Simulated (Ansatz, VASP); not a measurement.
## Ge4N in VASP and in Ansatz

```
Ge N
1.0
     5.43144    0.00000    0.00000
    -2.71572    4.70376    0.00000
     0.00000    0.00000    3.94176
Ge N
4 1
Direct
  0.50000 0.00000 0.50000
  0.00000 0.50000 0.50000
  0.50000 0.50000 0.50000
  0.00000 0.00000 0.00000
  0.00000 0.00000 0.50000
```

Alike in both runs: functional PBE; k mesh 9 × 9 × 10; occupations gaussian, width 0.1 eV; no spin polarisation.

Ansatz relaxed the structure, and its values are those at the end. VASP's run is a single point on that final structure, the one shown.

|  | VASP | Ansatz |
| --- | --- | --- |
| version | VASP 6.6.1 | Ansatz 0.2.0 |
| potentials or method | VASP PAW PBE potentials, release 64 (Ge_d, N) | scalar-relativistic, plane waves, PAW |
| plane-wave cutoff (eV) | 520 | 420 |
| valence electrons in the cell | 61 | 61 |

|  | VASP | Ansatz | Ansatz less VASP |
| --- | --- | --- | --- |
| gap on the k mesh at the Fermi level (eV) | none | none | - |
| pressure (GPa) | 0.0 | 0.0 | +0.01 |

A gap of «none» marks a metal or a gap that the smearing closes.
